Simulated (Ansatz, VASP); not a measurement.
**Two plane-wave programs on Al**

The input INCAR:

```
SYSTEM = Al
PREC = Accurate
ENCUT = 520
EDIFF = 1E-6
ISMEAR = -5
SIGMA = 0.05
LREAL = .FALSE.
LASPH = .TRUE.
NELM = 80
ALGO = Normal
ISIF = 2
LWAVE = .FALSE.
LCHARG = .FALSE.
GGA = RP
IVDW = 12
NBANDS = 8
```

The input KPOINTS:

```
regular mesh
0
G
  11 11 11
  0 0 0
```

POSCAR

```
Al
1.0
    0.0000000000      2.0645171409      2.0645171409
    2.0645171409      0.0000000000      2.0645171409
    2.0645171409      2.0645171409      0.0000000000
Al
1
Direct
    0.0000000000      0.0000000000      0.0000000000
```

input.yaml

```yaml
crystal:
  lattice:
    - [0.0, 2.0645171409, 2.0645171409]
    - [2.0645171409, 0.0, 2.0645171409]
    - [2.0645171409, 2.0645171409, 0.0]
  atoms:
    - { symbol: Al, position: [0.0, 0.0, 0.0] }
hamiltonian:
  xc: rpbe
  pseudopotentials: { kind: paw }
  dispersion: d3bj
kpoints:
  mp_grid: { grid: [11, 11, 11] }
scf:
  occupations: { method: tetrahedron }
output:
  forces: true
  stress: true
  write_density: true
  write_potential: true
  elf: true
  volumetric_format: npy
```

Alike in both runs: task single point; functional RPBE; dispersion D3(BJ); k mesh 11 × 11 × 11; occupations tetrahedron; no spin polarisation.

|  | VASP | Ansatz |
| --- | --- | --- |
| version | VASP 6.6.1 | Ansatz 0.2.0 |
| potentials or method | VASP PAW PBE potentials, release 64 (Al) | Ansatz PAW |
| plane-wave cutoff (eV) | 520 | 420 |
| valence electrons in the cell | 3 | 3 |

Ansatz gave:

```
gap on the k mesh at the Fermi level (eV) : none
pressure (GPa)                            : -22.1
dispersion energy (meV/atom)              : -1640.2
```

Problem. What did VASP give for the same quantities?

Solution. gap on the k mesh at the Fermi level (eV): none; pressure (GPa): -22.3; dispersion energy (meV/atom): -1640.2.

A gap of «none» marks a metal or a gap that the smearing closes.

Caveats: pairwise dispersion overbinds metals, which lowers pressure and volume; so large a pressure means that the cell lies far from this level's equilibrium, or that cutoff or potentials fall short (VASP); the potentials were made for another functional, which shifts forces and pressure (VASP); tetrahedron occupations give inexact forces and stress in metals (VASP); the PAW data sets come from PBE, with cores solved anew for the run's functional, which leaves a small shift of forces and pressure (Ansatz); with tetrahedron occupations forces and stress needn't match the slope of the energy (Ansatz).
